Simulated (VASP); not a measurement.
# InSe in VASP: settings compared, part 2 of 3

VASP 6.6.1. Earlier steps stand in the parts before.

## Step 3: Band structure, PBE+D3(BJ), spin-orbit coupling, no magnetisation

Contents of INCAR:

```
SYSTEM = InSe
ALGO = Normal
DIPOL = 0.5 0.5 0.500
EDIFF = 1E-7
ENCUT = 520
GGA = PE
GGA_COMPAT = .False.
IDIPOL = 3
ISIF = 2
ISMEAR = 0
IVDW = 12
KPAR = 4
LASPH = .True.
LCHARG = .False.
LDIPOL = .True.
LORBIT = 11
LREAL = .False.
LSORBIT = .True.
LVACPOTAV = .True.
LVHAR = .True.
LWAVE = .False.
MAGMOM = 0 0 0 0 0 0 0 0 0 0 0 0 0 0 0 0 0 0 0 0 0 0 0 0 0 0 0 0 0 0 0 0 0 0 0 0
NBANDS = 138
NELM = 80
PREC = Accurate
SIGMA = 0.03
```

Contents of KPOINTS:

```
k-points
0
Gamma
  9 9 1
  0 0 0
```

Contents of POSCAR:

```
InSe                                    
1.0
    4.0326492982      0.0000000000      0.0000000000
   -2.0163246491      3.4923767418      0.0000000000
    0.0000000000      0.0000000000     40.2377120000
  Se              In            
     6     6
Direct
     0.0000000000000000    0.0000000000000000    0.2260665145421235
     0.0000000000000000    0.0000000000000000    0.3597532231691628
     0.6666666699999979    0.3333333300000021    0.4332963079836505
     0.6666666699999979    0.3333333300000021    0.5667206531990853
     0.3333333300000021    0.6666666699999979    0.6402187966260703
     0.3333333300000021    0.6666666699999979    0.7738616689172029
     0.6666666699999979    0.3333333300000021    0.2582189200510114
     0.6666666699999979    0.3333333300000021    0.3276815510392913
     0.3333333300000021    0.6666666699999979    0.4652822692367273
     0.3333333300000021    0.6666666699999979    0.5346912625083873
     0.0000000000000000    0.0000000000000000    0.6722476630599372
     0.0000000000000000    0.0000000000000000    0.7417094696673506
```

Contents of KPOINTS_OPT:

```
explicit points
67
Reciprocal
 0.0000000000  0.0000000000  0.0000000000 1
 0.0357142900  0.0000000000  0.0000000000 1
 0.0714285700  0.0000000000  0.0000000000 1
 0.1071428600  0.0000000000  0.0000000000 1
 0.1428571400  0.0000000000  0.0000000000 1
 0.1785714300  0.0000000000  0.0000000000 1
 0.2142857100  0.0000000000  0.0000000000 1
 0.2500000000  0.0000000000  0.0000000000 1
 0.2857142900  0.0000000000  0.0000000000 1
 0.3214285700  0.0000000000  0.0000000000 1
 0.3571428600  0.0000000000  0.0000000000 1
 0.3928571400  0.0000000000  0.0000000000 1
 0.4285714300  0.0000000000  0.0000000000 1
 0.4642857100  0.0000000000  0.0000000000 1
 0.5000000000  0.0000000000  0.0000000000 1
 0.4791666700  0.0416666700  0.0000000000 1
 0.4583333300  0.0833333300  0.0000000000 1
 0.4375000000  0.1250000000  0.0000000000 1
 0.4166666700  0.1666666700  0.0000000000 1
 0.3958333300  0.2083333300  0.0000000000 1
 0.3750000000  0.2500000000  0.0000000000 1
 0.3541666700  0.2916666700  0.0000000000 1
 0.3333333300  0.3333333300  0.0000000000 1
 0.3137254900  0.3137254900  0.0000000000 1
 0.2941176500  0.2941176500  0.0000000000 1
 0.2745098000  0.2745098000  0.0000000000 1
 0.2549019600  0.2549019600  0.0000000000 1
 0.2352941200  0.2352941200  0.0000000000 1
 0.2156862700  0.2156862700  0.0000000000 1
 0.1960784300  0.1960784300  0.0000000000 1
 0.1764705900  0.1764705900  0.0000000000 1
 0.1568627500  0.1568627500  0.0000000000 1
 0.1372549000  0.1372549000  0.0000000000 1
 0.1176470600  0.1176470600  0.0000000000 1
 0.0980392200  0.0980392200  0.0000000000 1
 0.0784313700  0.0784313700  0.0000000000 1
 0.0588235300  0.0588235300  0.0000000000 1
 0.0392156900  0.0392156900  0.0000000000 1
 0.0196078400  0.0196078400  0.0000000000 1
 0.0000000000  0.0000000000  0.0000000000 1
 0.0000000000  0.0000000000  0.0000000000 1
 0.0076394400 -0.0038197200  0.0000000000 1
-0.0076394400  0.0038197200  0.0000000000 1
 0.0222816900 -0.0111408500  0.0000000000 1
-0.0222816900  0.0111408500  0.0000000000 1
-0.0000000000  0.0066159500  0.0000000000 1
 0.0000000000 -0.0066159500  0.0000000000 1
-0.0000000000  0.0192965100  0.0000000000 1
 0.0000000000 -0.0192965100  0.0000000000 1
 0.5000000000  0.0000000000  0.0000000000 1
 0.5076394400 -0.0038197200  0.0000000000 1
 0.4923605600  0.0038197200  0.0000000000 1
 0.5222816900 -0.0111408500  0.0000000000 1
 0.4777183100  0.0111408500  0.0000000000 1
 0.5000000000  0.0066159500  0.0000000000 1
 0.5000000000 -0.0066159500  0.0000000000 1
 0.5000000000  0.0192965100  0.0000000000 1
 0.5000000000 -0.0192965100  0.0000000000 1
 0.3333333300  0.3333333300  0.0000000000 1
 0.3409727700  0.3295136100  0.0000000000 1
 0.3256938900  0.3371530500  0.0000000000 1
 0.3556150200  0.3221924800  0.0000000000 1
 0.3110516400  0.3444741800  0.0000000000 1
 0.3333333300  0.3399492800  0.0000000000 1
 0.3333333300  0.3267173800  0.0000000000 1
 0.3333333300  0.3526298400  0.0000000000 1
 0.3333333300  0.3140368200  0.0000000000 1
```

Potentials or basis: VASP PAW PBE potentials, release 64 (Se, In_d).

Run with:

```sh
> cat potpaw_PBE.64/Se/POTCAR potpaw_PBE.64/In_d/POTCAR > POTCAR
> mpirun -np 4 vasp_ncl > vasp.out
```

OUTCAR:

```text
SYSTEM = InSe
   EDIFF = 1E-7
   ENCUT = 520
   GGA = PE
   ISIF = 2
   ISMEAR = 0
   IVDW = 12
   LASPH = .True.
   LORBIT = 11
   LREAL = .False.
   LSORBIT = .True.
   NELM = 80
   PREC = Accurate
 IVDW          = 12

 ion  position               nearest neighbor table
   1  0.000  0.000  0.226-   7 2.66   7 2.66   7 2.66
   2  0.000  0.000  0.360-   8 2.66   8 2.66   8 2.66
   3  0.667  0.333  0.433-   9 2.66   9 2.66   9 2.66
   4  0.667  0.333  0.567-  10 2.66  10 2.66  10 2.66
   5  0.333  0.667  0.640-  11 2.66  11 2.66  11 2.66
   6  0.333  0.667  0.774-  12 2.66  12 2.66  12 2.66
   7  0.667  0.333  0.258-   1 2.66   1 2.66   1 2.66   8 2.80
   8  0.667  0.333  0.328-   2 2.66   2 2.66   2 2.66   7 2.80
   9  0.333  0.667  0.465-   3 2.66   3 2.66   3 2.66  10 2.79
  10  0.333  0.667  0.535-   4 2.66   4 2.66   4 2.66   9 2.79
  11  0.000  0.000  0.672-   5 2.66   5 2.66   5 2.66  12 2.79
  12  0.000  0.000  0.742-   6 2.66   6 2.66   6 2.66  11 2.79

  LATTYP: Found a hexagonal cell.
 ALAT       =     4.0326492982
 C/A-ratio  =     9.9779844525

  Lattice vectors:

 A1 = (   4.0326492982,   0.0000000000,   0.0000000000)
 A2 = (  -2.0163246491,   3.4923767418,   0.0000000000)
 A3 = (   0.0000000000,   0.0000000000,  40.2377120000)

Analysis of symmetry for initial positions (statically):
=====================================================================
 Subroutine PRICEL returns:
 Original cell was already a primitive cell.

 Routine SETGRP: Setting up the symmetry group for a
 hexagonal supercell.

 Subroutine GETGRP returns: Found  6 space group operations
 (whereof  6 operations were pure point group operations)
 out of a pool of 24 trial point group operations.

The static configuration has the point symmetry C_3v.

Analysis of symmetry for dynamics (positions and initial velocities):
=====================================================================
 Subroutine PRICEL returns:
 Original cell was already a primitive cell.

 Routine SETGRP: Setting up the symmetry group for a
 hexagonal supercell.

 Subroutine GETGRP returns: Found  6 space group operations
 (whereof  6 operations were pure point group operations)
[... 2710 lines left out ...]
     0.0000000     0.0000000     0.0000000     0.0000000     0.0000000     0.0000000     0.0000000
     0.0000000     0.0000000     0.0000000     0.0000000     0.0000000     0.0000000     0.0000000
[... 209 lines left out ...]
 l=   2
     0.0000000    -0.0012706     0.0000000    -0.0012706    -0.0051229
    -0.0012706     0.0000000    -0.0038847    -0.0012472    -0.0012706
     0.0000000    -0.0038847     0.0000000    -0.0038847     0.0000000
    -0.0012706    -0.0012472    -0.0038847     0.0000000    -0.0012706
    -0.0051229    -0.0012706     0.0000000    -0.0012706     0.0000000
 l=   3
     0.0000000     0.0000000     0.0000000     0.0000000     0.0000000     0.0000000     0.0000000
     0.0000000     0.0000000     0.0000000     0.0000000     0.0000000     0.0000000     0.0000000
     0.0000000     0.0000000     0.0000000     0.0000000     0.0000000     0.0000000     0.0000000
     0.0000000     0.0000000     0.0000000     0.0000000     0.0000000     0.0000000     0.0000000
     0.0000000     0.0000000     0.0000000     0.0000000     0.0000000     0.0000000     0.0000000
     0.0000000     0.0000000     0.0000000     0.0000000     0.0000000     0.0000000     0.0000000
     0.0000000     0.0000000     0.0000000     0.0000000     0.0000000     0.0000000     0.0000000

 total charge

# of ion       s       p       d       tot
------------------------------------------
    1        1.471   2.331   0.021   3.823
    2        1.475   2.328   0.022   3.825
    3        1.474   2.329   0.023   3.826
    4        1.475   2.329   0.022   3.826
    5        1.474   2.329   0.023   3.826
    6        1.471   2.331   0.021   3.823
    7        0.858   0.654   9.882  11.395
    8        0.860   0.656   9.882  11.397
    9        0.860   0.658   9.882  11.400
   10        0.860   0.656   9.882  11.399
   11        0.860   0.657   9.882  11.399
   12        0.858   0.655   9.882  11.395
--------------------------------------------------
tot         13.995  17.914  59.424  91.333

 magnetization (x)

# of ion       s       p       d       tot
------------------------------------------
    1        0.000   0.000   0.000   0.000
    2        0.000   0.000   0.000   0.000
    3        0.000   0.000   0.000   0.000
    4       -0.000  -0.000   0.000  -0.000
    5       -0.000  -0.000   0.000  -0.000
    6       -0.000  -0.000   0.000  -0.000
    7        0.000   0.000  -0.000  -0.000
    8        0.000   0.000   0.000   0.000
    9       -0.000   0.000   0.000   0.000
   10       -0.000   0.000   0.000  -0.000
   11        0.000   0.000   0.000   0.000
   12        0.000   0.000   0.000   0.000
--------------------------------------------------
tot         -0.000  -0.000   0.000  -0.000

 magnetization (y)

# of ion       s       p       d       tot
------------------------------------------
    1        0.000   0.000  -0.000  -0.000
    2       -0.000   0.000   0.000  -0.000
    3        0.000  -0.000   0.000  -0.000
    4       -0.000   0.000   0.000  -0.000
    5        0.000   0.000   0.000   0.000
    6        0.000   0.000   0.000   0.000
    7       -0.000   0.000   0.000  -0.000
    8        0.000   0.000   0.000   0.000
    9        0.000   0.000   0.000   0.000
   10        0.000  -0.000   0.000  -0.000
   11        0.000   0.000   0.000   0.000
   12        0.000   0.000   0.000   0.000
--------------------------------------------------
tot         -0.000  -0.000   0.000  -0.000

 magnetization (z)

# of ion       s       p       d       tot
------------------------------------------
    1        0.000   0.000   0.000   0.000
    2        0.000   0.000   0.000   0.000
    3       -0.000   0.000   0.000   0.000
    4        0.000  -0.000   0.000  -0.000
    5        0.000   0.000   0.000   0.000
    6        0.000  -0.000  -0.000  -0.000
    7        0.000  -0.000  -0.000  -0.000
    8       -0.000   0.000   0.000  -0.000
    9        0.000   0.000   0.000   0.000
   10        0.000   0.000   0.000   0.000
   11       -0.000  -0.000   0.000  -0.000
   12       -0.000   0.000  -0.000  -0.000
--------------------------------------------------
tot         -0.000   0.000   0.000   0.000
```

OSZICAR:

```text
N       E                     dE             d eps       ncg     rms          rms(c)
DAV:   1     0.117077493806E+04    0.11708E+04   -0.48348E+04  5444   0.159E+03
DAV:   2     0.149242451076E+03   -0.10215E+04   -0.98758E+03  5620   0.410E+02
DAV:   3    -0.286803681522E+02   -0.17792E+03   -0.17275E+03  6168   0.207E+02
DAV:   4    -0.435529669606E+02   -0.14873E+02   -0.14715E+02  6208   0.564E+01
DAV:   5    -0.441946762370E+02   -0.64171E+00   -0.64057E+00  6464   0.118E+01    0.130E+01
DAV:   6    -0.428747114360E+02    0.13200E+01   -0.22326E+00  7016   0.174E+01    0.719E+00
DAV:   7    -0.428609370306E+02    0.13774E-01   -0.17180E+00  7744   0.632E+00    0.225E+00
DAV:   8    -0.428535967087E+02    0.73403E-02   -0.16137E-01  7632   0.330E+00    0.176E+00
DAV:   9    -0.428556691970E+02   -0.20725E-02   -0.46858E-02  7424   0.121E+00    0.106E+00
DAV:  10    -0.428567190078E+02   -0.10498E-02   -0.11384E-02  7728   0.812E-01    0.228E-01
[... 57 further cycles ...]
DAV:   2     0.171578172665E+05   -0.10175E+05     3000
DAV:   3     0.155773475539E+05   -0.15805E+04     3152
DAV:   4     0.154537186299E+05   -0.12363E+03     3112
DAV:   5     0.154475141546E+05   -0.62045E+01     3312
DAV:   6     0.154472458409E+05   -0.26831E+00     4040
DAV:   7     0.154472326237E+05   -0.13217E-01     4456
DAV:   8     0.154472322830E+05   -0.34065E-03     4248
DAV:   9     0.154472322657E+05   -0.17340E-04     4240
DAV:  10     0.154472322647E+05   -0.96457E-06     3536
DAV:  11     0.154472322647E+05   -0.52672E-07     1992
```

Wall time 1.6 h (4 MPI ranks of Intel Xeon 6975P-C (Granite Rapids), shared host); peak memory 3.9 GiB.

What came out:

| Item | Value |
| --- | --- |
| Free energy | -46.1287 eV |
| Largest force | 0.007 eV/Å |
| Valence electrons inside the program's atomic spheres | Se 3.82, 3.83; In 11.39, 11.40 |
| Dispersion energy per atom | -0.273 eV |
| Work function of the upper face | 5.32 eV |
| Work function of the lower face | 5.31 eV |

Forces in eV/Å, atoms in the order of the input:
```
Se   0.000  0.000  0.002
Se   0.000  0.000  0.000
Se   0.000  0.000 -0.004
Se   0.000  0.000  0.004
Se   0.000  0.000  0.001
Se   0.000  0.000 -0.001
In   0.000  0.000  0.006
In   0.000  0.000 -0.005
In   0.000  0.000  0.004
In   0.000  0.000 -0.005
In   0.000  0.000  0.005
In   0.000  0.000 -0.007
```

## Step 4: Band structure, r2SCAN

Contents of INCAR:

```
SYSTEM = InSe
ALGO = All
AMIN = 0.01
DIPOL = 0.5 0.5 0.500
EDIFF = 1E-7
ENCUT = 520
IDIPOL = 3
ISIF = 2
ISMEAR = 0
KPAR = 4
LASPH = .True.
LCHARG = .False.
LDIPOL = .True.
LMIXTAU = .True.
LREAL = .False.
LVACPOTAV = .True.
LVHAR = .True.
LWAVE = .False.
METAGGA = R2SCAN
NBANDS = 69
NELM = 120
PREC = Accurate
SIGMA = 0.03
```

KPOINTS is that of step 3.

POSCAR is that of step 3.

KPOINTS_OPT is that of step 3.

Run with:

```sh
> cat potpaw_PBE.64/Se/POTCAR potpaw_PBE.64/In_d/POTCAR > POTCAR
> mpirun -np 4 vasp_std > vasp.out
```

Run time: 35 min. Hardware: 4 MPI ranks of Intel Xeon 6975P-C (Granite Rapids), shared host; peak memory 1.5 GiB.

The run converged. Its results:

```
Free energy                            : -229.3369 eV
Largest force                          : 0.265 eV/Å
Band gap on the k mesh                 : 1.20 eV, indirect (least direct gap 1.21 eV)
Band gap along the path                : 1.19 eV, indirect (least direct gap 1.21 eV)
Ionisation potential of the upper face : 5.78 eV
```

Forces in eV/Å, atoms in the order of the input:
```
Se   0.000  0.000  0.184
Se   0.000  0.000 -0.265
Se   0.000  0.000  0.251
Se   0.000  0.000 -0.256
Se   0.000  0.000  0.263
Se   0.000  0.000 -0.184
In   0.000  0.000 -0.191
In   0.000  0.000  0.134
In   0.000  0.000 -0.140
In   0.000  0.000  0.142
In   0.000  0.000 -0.130
In   0.000  0.000  0.191
```

Levels at points of the mesh, in eV from the valence-band top:
```
           k point  band 54  band 55  band 56  band 57  band 58  band 59  band 60  band 61
(0.00, 0.00, 0.00)    -0.93    -0.93    -0.58    -0.01     1.20     1.67     2.13     2.79
```

Caveat: the PAW data sets were made with another functional, which shifts forces and pressure a little; spin-orbit coupling is left out, which moves the levels of the heavy elements. r2SCAN opens gaps a little over a GGA but as a rule still falls short of measured ones.

## Step 5: Band structure, LDA

Contents of INCAR:

```
SYSTEM = InSe
ALGO = Normal
DIPOL = 0.5 0.5 0.500
EDIFF = 1E-7
ENCUT = 520
GGA = CA
IDIPOL = 3
ISIF = 2
ISMEAR = 0
KPAR = 4
LASPH = .True.
LCHARG = .False.
LDIPOL = .True.
LREAL = .False.
LVACPOTAV = .True.
LVHAR = .True.
LWAVE = .False.
NBANDS = 69
NELM = 80
PREC = Accurate
SIGMA = 0.03
```

KPOINTS is that of step 4.

POSCAR is that of step 4.

KPOINTS_OPT is that of step 4.

Potentials or basis: VASP PAW LDA potentials, release 64 (Se, In_d).

Run with:

```sh
> cat potpaw_LDA.64/Se/POTCAR potpaw_LDA.64/In_d/POTCAR > POTCAR
> mpirun -np 4 vasp_std > vasp.out
```

Run time: 13 min. Hardware: 4 MPI ranks of Intel Xeon 6975P-C (Granite Rapids), shared host; peak memory 0.84 GiB.

The run converged. Its results:

| Property | Result |
| --- | --- |
| Free energy | -49.7420 eV |
| Largest force | 0.400 eV/Å |
| Band gap on the k mesh | 0.63 eV, indirect (least direct gap 0.70 eV) |
| Band gap along the path | 0.63 eV, indirect (least direct gap 0.70 eV) |
| Ionisation potential of the upper face | 5.72 eV |

Forces in eV/Å, atoms in the order of the input:
```
Se   0.000  0.000  0.400
Se   0.000  0.000 -0.295
Se   0.000  0.000  0.281
Se   0.000  0.000 -0.288
Se   0.000  0.000  0.289
Se   0.000  0.000 -0.399
In   0.000  0.000 -0.139
In   0.000  0.000  0.097
In   0.000  0.000 -0.102
In   0.000  0.000  0.108
In   0.000  0.000 -0.090
In   0.000  0.000  0.138
```

Levels at points of the mesh, in eV from the valence-band top:
| k point | band 55 | band 56 | band 57 | band 58 | band 59 | band 60 |
| --- | --- | --- | --- | --- | --- | --- |
| (0.00, 0.00, 0.00) | -0.85 | -0.66 | -0.07 | 0.63 | 1.19 | 1.65 |

Caveat: spin-orbit coupling is left out, which moves the levels of the heavy elements.

[end of part 2 of 3]
